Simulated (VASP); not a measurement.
CdS:

```
Cd S
1.0
     0.00000    2.75324    2.75324
     2.75324    0.00000    2.75324
     2.75324    2.75324    0.00000
Cd S
1 1
Direct
  0.00000 0.00000 0.00000
  0.50000 0.50000 0.50000
```

Measurements of this composition are mostly on another form, of space group No. 186.

- Program: VASP 6.6.1
- Task: relaxation of cell and atoms
- Functional: PBEsol
- Potentials or basis: VASP PAW PBE potentials, release 64 (Cd, S)
- Cutoff: 600 eV
- k mesh: 6 × 6 × 6
- Occupations: fermi-dirac, width 0.05 eV
- Spin: no spin polarisation

At the start: pressure -4.0 GPa; volume 20.87 Å³/atom.

**Question.** How do energy, volume and symmetry change on relaxing?

**Answer.** Over 3 steps the energy falls by 14.2 meV/atom and the volume is 19.78 Å³/atom (-5.2 %); space group Fm-3m (No. 225, to 0.05 Å).

The path:
```tsv
step	energy change (eV)	largest force (eV/Å)	pressure (GPa)	volume (Å³)
1	0.0000	0.0000	-3.96	41.74
2	-0.0234	0.0000	1.95	38.70
3	-0.0285	0.0000	-0.03	39.56
```

Final structure:
```cif
data_structure
_symmetry_space_group_name_H-M 'P 1'
_symmetry_Int_Tables_number 1
_cell_length_a 3.8246
_cell_length_b 3.8246
_cell_length_c 3.8246
_cell_angle_alpha 60.000
_cell_angle_beta 60.000
_cell_angle_gamma 60.000
_cell_volume 39.56
loop_
_atom_site_label
_atom_site_type_symbol
_atom_site_fract_x
_atom_site_fract_y
_atom_site_fract_z
_atom_site_occupancy
Cd1 Cd 0.00000 0.00000 0.00000 1
S1 S 0.50000 0.50000 0.50000 1
```

Caveat: the PAW data sets were made with another functional, which shifts forces and pressure a little.
